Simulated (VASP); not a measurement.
# SiO2 (P4_2/mnm) in VASP: a series of runs

One crystal, SiO2, is run at these levels: PBEsol, RPBE; tasks: relaxation of cell and atoms.

All numbers are computed with VASP 6.6.1; they aren't measurements. Logs are shortened: lines on timing, memory, paths and dates and some standing lists are left out, and cuts for length are marked.

**1. Starting point**

The structure is tetragonal, space group P4_2/mnm (No. 136). The conventional cell has a = 4.186 Å, b = 4.186 Å, c = 2.668 Å, α = 90.00°, β = 90.00°, γ = 90.00°. Si (site symmetry mmm) has 6 O at 1.76 to 1.81 Å as nearest neighbours. O (site symmetry m2m) is surrounded by 3 Si at 1.76 to 1.81 Å.

**2. Relaxation of cell and atoms, PBEsol**

File INCAR:

```
PREC = Accurate ; ENCUT = 580
EDIFF = 1E-7 ; ISMEAR = 0
SIGMA = 0.02 ; LREAL = F
LASPH = T ; NELM = 60
ALGO = Normal ; ISIF = 3
LWAVE = F ; LCHARG = F
GGA = PS ; IBRION = 2
NSW = 90 ; EDIFFG = -0.005
```

File KPOINTS:

```
regular mesh
0
Gamma
  6 6 8
```

File POSCAR:

```
SiO2
1.0
    4.1865000000      0.0000000000      0.0000000000
    0.0000000000      4.1865000000      0.0000000000
    0.0000000000      0.0000000000      2.6684000000
Si O
2 4
Direct
    0.0000000000      0.0000000000      0.0000000000
    0.5000000000      0.5000000000      0.5000000000
    0.3059000000      0.3059000000      0.0000000000
    0.1941000000      0.8059000000      0.5000000000
    0.6941000000      0.6941000000      0.0000000000
    0.8059000000      0.1941000000      0.5000000000
```

Potentials or basis: VASP PAW PBE potentials, release 64 (Si, O).

Started as:

```bash
cat potpaw_PBE.64/Si/POTCAR potpaw_PBE.64/O/POTCAR > POTCAR
mpirun -np 1 vasp_std > vasp.out
```

OUTCAR:

```text
PREC = Accurate
   ENCUT = 580
   EDIFF = 1E-7
   ISMEAR = 0
   LREAL = F
   LASPH = T
   NELM = 60
   ISIF = 3
   GGA = PS
   IBRION = 2
   NSW = 90
   EDIFFG = -0.005

 ion  position               nearest neighbor table
   1  0.000  0.000  0.000-   4 1.76   6 1.76   4 1.76   6 1.76   5 1.81   3 1.81
   2  0.500  0.500  0.500-   3 1.76   5 1.76   3 1.76   5 1.76   4 1.81   6 1.81
   3  0.306  0.306  0.000-   2 1.76   2 1.76   1 1.81
   4  0.194  0.806  0.500-   1 1.76   1 1.76   2 1.81
   5  0.694  0.694  0.000-   2 1.76   2 1.76   1 1.81
   6  0.806  0.194  0.500-   1 1.76   1 1.76   2 1.81

  LATTYP: Found a simple tetragonal cell.
 ALAT       =     4.1865000000
 C/A-ratio  =     0.6373820614

  Lattice vectors:

 A1 = (   4.1865000000,   0.0000000000,   0.0000000000)
 A2 = (   0.0000000000,   4.1865000000,   0.0000000000)
 A3 = (   0.0000000000,   0.0000000000,   2.6684000000)

Analysis of symmetry for initial positions (statically):
=====================================================================
 Subroutine PRICEL returns:
 Original cell was already a primitive cell.

 Routine SETGRP: Setting up the symmetry group for a
 simple tetragonal supercell.

 Subroutine GETGRP returns: Found 16 space group operations
 (whereof  8 operations were pure point group operations)
 out of a pool of 16 trial point group operations.

The static configuration has the point symmetry D_2h.
 The point group associated with its full space group is D_4h.

Analysis of symmetry for dynamics (positions and initial velocities):
=====================================================================
 Subroutine PRICEL returns:
 Original cell was already a primitive cell.

 Routine SETGRP: Setting up the symmetry group for a
 simple tetragonal supercell.

 Subroutine GETGRP returns: Found 16 space group operations
 (whereof  8 operations were pure point group operations)
 out of a pool of 16 trial point group operations.

The dynamic configuration has the point symmetry D_2h.
 The point group associated with its full space group is D_4h.

 Subroutine INISYM returns: Found 16 space group operations
 (whereof  8 operations are pure point group operations),
 and found     1 'primitive' translations

----------------------------------------------------------------------------------------

                                     Primitive cell

  volume of cell :      46.7685

  direct lattice vectors                    reciprocal lattice vectors
     4.186500000  0.000000000  0.000000000     0.238863012  0.000000000  0.000000000
     0.000000000  4.186500000  0.000000000     0.000000000  0.238863012  0.000000000
     0.000000000  0.000000000  2.668400000     0.000000000  0.000000000  0.374756408

  length of vectors
     4.186500000  4.186500000  2.668400000     0.238863012  0.238863012  0.374756408

  position of ions in fractional coordinates (direct lattice)
     0.000000000  0.000000000  0.000000000
     0.500000000  0.500000000  0.500000000
     0.305900000  0.305900000  0.000000000
     0.194100000  0.805900000  0.500000000
     0.694100000  0.694100000  0.000000000
     0.805900000  0.194100000  0.500000000

  ion indices of the primitive-cell ions
   primitive index   ion index
                 1           1
                 2           2
                 3           3
                 4           4
                 5           5
                 6           6

----------------------------------------------------------------------------------------

 KPOINTS: regular mesh

Automatic generation of k-mesh.
 Grid dimensions read from file:
 generate k-points for:    6    6    8

 Generating k-lattice:

  Cartesian coordinates                     Fractional coordinates (reciprocal lattice)
     0.039810502  0.000000000  0.000000000     0.166666667  0.000000000  0.000000000
     0.000000000  0.039810502  0.000000000     0.000000000  0.166666667  0.000000000
     0.000000000  0.000000000  0.046844551     0.000000000  0.000000000  0.125000000

  Length of vectors
     0.039810502  0.039810502  0.046844551

  Shift w.r.t. Gamma in fractional coordinates (k-lattice)
     0.000000000  0.000000000  0.000000000

 Subroutine IBZKPT returns following result:
 ===========================================

 Found     50 irreducible k-points:

 Following reciprocal coordinates:
            Coordinates               Weight
  0.000000  0.000000  0.000000      1.000000
  0.166667  0.000000  0.000000      4.000000
  0.333333  0.000000  0.000000      4.000000
  0.500000  0.000000  0.000000      2.000000
  0.166667  0.166667  0.000000      4.000000
  0.333333  0.166667  0.000000      8.000000
[... 16 lines left out ...]
  0.333333  0.000000  0.250000      8.000000
  0.500000  0.000000  0.250000      4.000000
 [... further k-points ...]
   k-points           NKPTS =     50   k-points in BZ     NKDIM =     50   number of bands    NBANDS=     20
   number of dos      NEDOS =    301   number of ions     NIONS =      6
   total plane-waves  NPLWV =  31104
   dimension x,y,z NGX =    36 NGY =   36 NGZ =   24
   dimension x,y,z NGXF=    72 NGYF=   72 NGZF=   48
   ions per type =               2   4
   NGX,Y,Z   is equivalent  to a cutoff of  14.30, 14.30, 14.95 a.u.
   NGXF,Y,Z  is equivalent  to a cutoff of  28.59, 28.59, 29.90 a.u.
 SYSTEM =  unknown system
   PREC   = accura    normal or accurate (medium, high low for compatibility)
   ISTART =      0    job   : 0-new  1-cont  2-samecut
   ICHARG =      2    charge: 1-file 2-atom 10-const
   ISPIN  =      1    spin polarized calculation?
   LNONCOLLINEAR =      F non collinear calculations
   LSORBIT =      F    spin-orbit coupling
   LASPH  =      T    aspherical Exc in radial PAW
   ENCUT  =  580.0 eV  42.63 Ry    6.53 a.u.   8.22  8.22  5.24*2*pi/ulx,y,z
   NELM   =     60;   NELMIN=  2; NELMDL= -5     # of ELM steps
   EDIFF  = 0.1E-06   stopping-criterion for ELM
   LREAL  =      F    real-space projection
   EDIFFG = -.5E-02   stopping-criterion for IOM
   NSW    =     90    number of steps for IOM
   IBRION =      2    ionic relax: 0-MD 1-quasi-New 2-CG
   NFREE  =      1    steps in history (QN), initial steepest desc. (CG)
   ISIF   =      3    stress and relaxation
   ISYM   =      2    0-nonsym 1-usesym 2-fastsym
   POTIM  = 0.5000    time-step for ionic-motion
   TEBEG  =    0.0;   TEEND  =   0.0 temperature during run
   PSTRESS=    0.0 pullay stress
   NELECT =      32.0000    total number of electrons
   NUPDOWN=      -1.0000    fix difference up-down
   EMIN   =  10.00;   EMAX   =-10.00  energy-range for DOS
   EFERMI =   0.00;   METHOD = LEGACY
   ISMEAR =     0;   SIGMA  =   0.02  broadening in eV -4-tet -1-fermi 0-gaus
   EFERMI_NEDOS =   21; number of points for ismear=-14 and -15
   IALGO  =     38    algorithm
   IMIX   =      4    mixing-type and parameters
     AMIX     =   0.40;   BMIX     =  1.00
     AMIX_MAG =   1.60;   BMIX_MAG =  1.00
  volume/ion in A,a.u.               =       7.79        52.60
  Fermi-wavevector in a.u.,A,eV,Ry     =   1.442582  2.726084 28.314299  2.081042
  Thomas-Fermi vector in A             =   2.561086
   LORBIT       =      0    0 simple, 1 ext, 2 COOP (PROOUT), +10 PAW based schemes
   GGA     = PS    functional components
   LHFCALC =     F    Hartree Fock is set to
   AEXX    =    0.0000 exact exchange contribution
   IVDW    =     0    specifies the selected vdW correction
   LEPSILON=     F    determine dielectric tensor
   LRPA    =     F    only Hartree local field effects (RPA)
 conjugate gradient relaxation of ions
 non-spin polarized calculation
 Gauss-broadening in eV      SIGMA  =   0.02
  energy-cutoff  :      580.00
  volume of cell :       46.77
 maximum number of plane-waves:      1506
 NGX is ok and might be reduce to    36
   NGX = 17   NGY = 17   NGZ = 11

--------------------------------------- Ionic step        1  -------------------------------------------

 number of electron      32.0000003 magnetization

 Free energy of the ion-electron system (eV)
  ---------------------------------------------------
  ext. energy  EPLUGINS =         0.00000000
  ---------------------------------------------------
  free energy    TOTEN  =       -48.98916080 eV

  energy without entropy =      -48.98916080  energy(sigma->0) =      -48.98916080

------------------------ aborting loop because EDIFF is reached ----------------------------------------

  FORCE on cell =-STRESS in cart. coord.  units (eV):
  Direction    XX          YY          ZZ          XY          YZ          ZX
  --------------------------------------------------------------------------------------
  -------------------------------------------------------------------------------------
  Total        0.6177184      0.6177184      1.3166879      0.0000000      0.0000000      0.0000000
  in kB       21.1615762     21.1615762     45.1066231      0.0000000      0.0000000      0.0000000
  external PRESSURE =      29.1432585 kB  Pullay stress =       0.0000000 kB
[... 185 lines left out ...]
  energy  without entropy=      -48.9936223500  energy(sigma->0) =      -48.99362235

--------------------------------------- Ionic step        6  -------------------------------------------

 number of electron      32.0000001 magnetization

 Free energy of the ion-electron system (eV)
  ---------------------------------------------------
  ext. energy  EPLUGINS =         0.00000000
  ---------------------------------------------------
  free energy    TOTEN  =       -48.99362967 eV

  energy without entropy =      -48.99362967  energy(sigma->0) =      -48.99362967

 E-fermi :   8.1959     XC(G=0): -12.4645

 val. band max:        7.9998982259   @ k =   0.0000   0.0000   0.0000
 cond. band min:      13.3318278847   @ k =   0.0000   0.0000   0.0000
 fundamental gap:      5.3319296588
 Fermi energy:         8.1959265049

 k-point     1 :       0.0000    0.0000    0.0000
  band No.  band energies     occupation
      1     -14.4409      2.00000
      2     -10.8146      2.00000
      3     -10.8146      2.00000
      4     -10.5694      2.00000
      5      -2.8764      2.00000
      6       1.5719      2.00000
[... 12 lines left out ...]
     19      16.2044      0.00000
[... 513 lines left out ...]
      4     -10.1536      2.00000
      5      -0.7193      2.00000
      6      -0.7193      2.00000
[... 12 lines left out ...]
     19      18.3142      0.00000
     20      18.3142      0.00000

 [... further k-points ...]

------------------------ aborting loop because EDIFF is reached ----------------------------------------

  FORCE on cell =-STRESS in cart. coord.  units (eV):
  Direction    XX          YY          ZZ          XY          YZ          ZX
  --------------------------------------------------------------------------------------
  -------------------------------------------------------------------------------------
  Total       -0.0024186     -0.0024186      0.0057615     -0.0000000      0.0000000      0.0000000
  in kB       -0.0821630     -0.0821630      0.1957280     -0.0000000      0.0000000      0.0000000
  external PRESSURE =       0.0104673 kB  Pullay stress =       0.0000000 kB
[... 21 lines left out ...]
  FREE ENERGIE OF THE ION-ELECTRON SYSTEM (eV)
  ---------------------------------------------------
  free  energy   TOTEN  =       -48.9936296738 eV

  energy  without entropy=      -48.9936296738  energy(sigma->0) =      -48.99362967

 reached required accuracy - stopping structural energy minimisation
```

It took 85 s on 1 thread of Intel Xeon Platinum 8488C (Sapphire Rapids), shared host; peak memory 0.19 GiB.

Results:

```
Free energy                            : -48.9936 eV
Relaxed volume                         : 7.86 Å³/atom
Relaxed cell                           : a = 4.193 Å, b = 4.193 Å, c = 2.683 Å, α = 90.00°, β = 90.00°, γ = 90.00°
Space group after relaxing (to 0.05 Å) : P4_2/mnm (No. 136)
Energy gained by relaxing              : 0.7 meV/atom
Ionic steps                            : 6
Pressure after relaxing                : 0.0 GPa
Band gap on the k mesh                 : 5.33 eV, direct
```

The path:
| step | energy change (eV) | largest force (eV/Å) | pressure (GPa) | volume (Å³) |
| --- | --- | --- | --- | --- |
| 1 | 0.0000 | 0.0460 | 2.91 | 46.77 |
| 2 | 0.0034 | 0.1258 | -3.96 | 47.73 |
| 3 | -0.0043 | 0.0303 | -0.10 | 47.18 |
| 4 | -0.0044 | 0.0205 | -0.01 | 47.17 |
| 5 | -0.0045 | 0.0065 | -0.03 | 47.17 |
| 6 | -0.0045 | 0.0018 | 0.00 | 47.16 |

Final structure:
```
CELL_PARAMETERS angstrom
4.19282 0.00000 0.00000
0.00000 4.19282 0.00000
0.00000 0.00000 2.68274
ATOMIC_POSITIONS crystal
Si 0.00000 0.00000 0.00000
Si 0.50000 0.50000 0.50000
O 0.30585 0.30585 0.00000
O 0.19415 0.80585 0.50000
O 0.69415 0.69415 0.00000
O 0.80585 0.19415 0.50000
```

Levels at points of the mesh, in eV from the valence-band top:
```tsv
k point	band 12	band 13	band 14	band 15	band 16	band 17	band 18	band 19	band 20
(0.00, 0.00, 0.00)	-3.14	-2.52	-0.88	-0.88	0.00	5.33	6.45	8.20	8.20
(0.50, 0.00, 0.00)	-3.88	-2.69	-2.69	-1.07	-1.07	7.48	7.48	8.79	8.79
(0.50, 0.50, 0.00)	-3.27	-2.69	-2.69	-2.27	-2.27	7.17	7.17	9.78	9.78
(0.00, 0.00, 0.50)	-4.63	-3.09	-3.09	-2.68	-2.68	8.86	8.86	12.33	12.33
(0.50, 0.00, 0.50)	-3.99	-2.28	-2.28	-1.76	-1.76	8.55	8.55	9.62	9.62
(0.50, 0.50, 0.50)	-4.49	-1.75	-1.75	-1.55	-1.55	6.94	6.94	10.75	10.75
```

Caveat: the PAW data sets were made with another functional, which shifts forces and pressure a little.

**3. Relaxation of cell and atoms, PBEsol**

INCAR: that of step 2 with these lines changed.

```diff
@@ -1,2 +1,2 @@
-PREC = Accurate ; ENCUT = 580
+PREC = Accurate ; ENCUT = 480
 EDIFF = 1E-7 ; ISMEAR = 0
```

KPOINTS is that of step 2.

POSCAR is that of step 2.

Potentials or basis: VASP PAW PBE potentials, release 64 (Si, O_s).

Started as:

```bash
cat potpaw_PBE.64/Si/POTCAR potpaw_PBE.64/O_s/POTCAR > POTCAR
mpirun -np 1 vasp_std > vasp.out
```

It took 83 s on 1 thread of Intel Xeon Platinum 8488C (Sapphire Rapids), shared host; peak memory 0.16 GiB.

Results (log left out):

| Property | Result |
| --- | --- |
| Free energy | -48.9095 eV |
| Relaxed volume | 7.87 Å³/atom |
| Relaxed cell | a = 4.190 Å, b = 4.190 Å, c = 2.689 Å, α = 90.00°, β = 90.00°, γ = 90.00° |
| Space group after relaxing (to 0.05 Å) | P4_2/mnm (No. 136) |
| Energy gained by relaxing | 1.3 meV/atom |
| Ionic steps | 6 |
| Pressure after relaxing | 0.0 GPa |
| Band gap on the k mesh | 5.27 eV, direct |

Step by step:
```csv
step,energy change (eV),largest force (eV/Å),pressure (GPa),volume (Å³)
1,0.0000,0.0969,3.62,46.77
2,0.0057,0.1682,-5.20,47.97
3,-0.0074,0.0225,-0.27,47.28
4,-0.0078,0.0257,-0.04,47.23
5,-0.0078,0.0194,-0.08,47.24
6,-0.0079,0.0004,0.02,47.21
```

Final structure:
```
Si O
1.0
     4.19017    0.00000    0.00000
     0.00000    4.19017    0.00000
     0.00000    0.00000    2.68907
Si O
2 4
Direct
  0.00000 0.00000 0.00000
  0.50000 0.50000 0.50000
  0.30556 0.30556 0.00000
  0.19444 0.80556 0.50000
  0.69444 0.69444 0.00000
  0.80556 0.19444 0.50000
```

Levels at points of the mesh, in eV from the valence-band top:
```csv
k point,band 13,band 14,band 15,band 16,band 17,band 18,band 19,band 20
"(0.00, 0.00, 0.00)",-2.54,-0.89,-0.89,0.00,5.27,6.40,8.14,8.14
"(0.50, 0.00, 0.00)",-2.71,-2.71,-1.07,-1.07,7.42,7.42,8.73,8.73
"(0.50, 0.50, 0.00)",-2.72,-2.72,-2.26,-2.26,7.12,7.12,9.73,9.73
"(0.00, 0.00, 0.50)",-3.10,-3.10,-2.67,-2.67,8.82,8.82,12.29,12.29
"(0.50, 0.00, 0.50)",-2.28,-2.28,-1.76,-1.76,8.52,8.52,9.62,9.62
"(0.50, 0.50, 0.50)",-1.74,-1.74,-1.55,-1.55,6.89,6.89,10.77,10.77
```

Caveat: the PAW data sets were made with another functional, which shifts forces and pressure a little. Zero-point motion and thermal expansion aren't in these numbers.

(Part 1 of 2 ends here.)
